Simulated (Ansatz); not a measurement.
# Relaxing MnSb

Method: Ansatz, DFT PBEsol, scalar-relativistic, plane waves, PAW. Run with 420 eV cutoff, 12×12×8 k-mesh, Gaussian smearing of 0.10 eV, collinear spin.

What was changed: relaxed at 5 GPa.

With moments and this functional the run may sit in a state above the lowest one. Spin-orbit coupling is left out, which matters for the bands and energies of heavy elements.

Other phases may be more stable at this pressure.

Command:

```bash
ansatz run input.yaml --threads 1 --pin off --max-ram 2560MiB --backend cpu --events-out ev --progress --plain --runs-dir out
```

Input:

```yaml
crystal:
  lattice:
    - [3.8948268787, 0.0, 0.0]
    - [-1.9474134393, 3.3730190203, 0.0]
    - [0.0, 0.0, 5.3244725354]
  atoms:
    - { symbol: Mn, position: [0.0, 0.0, 0.0], spin: 2.98 }
    - { symbol: Mn, position: [0.0, 0.0, 0.5], spin: 2.98 }
    - { symbol: Sb, position: [0.3333333333, 0.6666666667, 0.25] }
    - { symbol: Sb, position: [0.6666666667, 0.3333333333, 0.75] }
basis:
  ecutwfc: 420
kpoints:
  mp_grid: { grid: [12, 12, 8] }
hamiltonian:
  xc: pbesol
scf:
  occupations: { method: gaussian, width: 0.1 }
output:
  forces: true
  stress: true
  eigenvalues: true
  populations: true
magnetization:
  spin_polarized: true
relax:
  adjacent_minimum: "off"
  f_tol: 0.008
  max_steps: 50
  cell: { stress_tol: 0.08, p_target: 5.0 }
```

F is the free energy. Steps run on the plane waves of an earlier cell, but the last one, and at times one on the way, on a freshly chosen basis, so a repeated geometry can differ a little in energy. The relaxation lowers the enthalpy F + PV at the target pressure, so F itself can rise.

Steps:

```json
{"step": "1", "F − F(1) (eV)": "0.0000", "largest force component (eV/Å)": "0.000", "V (Å³/atom)": "17.487", "P (GPa)": "5.65"}
{"step": "2", "F − F(1) (eV)": "-0.0163", "largest force component (eV/Å)": "0.000", "V (Å³/atom)": "17.610", "P (GPa)": "4.91"}
{"step": "3", "F − F(1) (eV)": "-0.0144", "largest force component (eV/Å)": "0.000", "V (Å³/atom)": "17.595", "P (GPa)": "4.99"}
{"step": "4", "F − F(1) (eV)": "-0.0146", "largest force component (eV/Å)": "0.000", "V (Å³/atom)": "17.595", "P (GPa)": "4.99"}
```

Relaxed structure:

```
CELL_PARAMETERS angstrom
3.90817 0.00000 0.00000
-1.95408 3.38457 0.00000
0.00000 0.00000 5.32082
ATOMIC_POSITIONS crystal
Mn 0.00000 0.00000 0.00000
Mn 0.00000 0.00000 0.50000
Sb 0.33333 0.66667 0.25000
Sb 0.66667 0.33333 0.75000
```

The structure is hexagonal, space group P6_3/mmc (No. 194). The conventional cell has a = 3.908 Å, b = 3.908 Å, c = 5.321 Å, α = 90.00°, β = 90.00°, γ = 120.00°. Mn (site symmetry -3m) is surrounded by 6 Sb at 2.62 Å and 2 Mn at 2.66 Å. Sb (site symmetry -6m2) is surrounded by 6 Mn at 2.62 Å.

The run converged. Time: 2.8 min on 1 thread of Arm Neoverse V1, on a shared host, peak memory 0.65 GiB.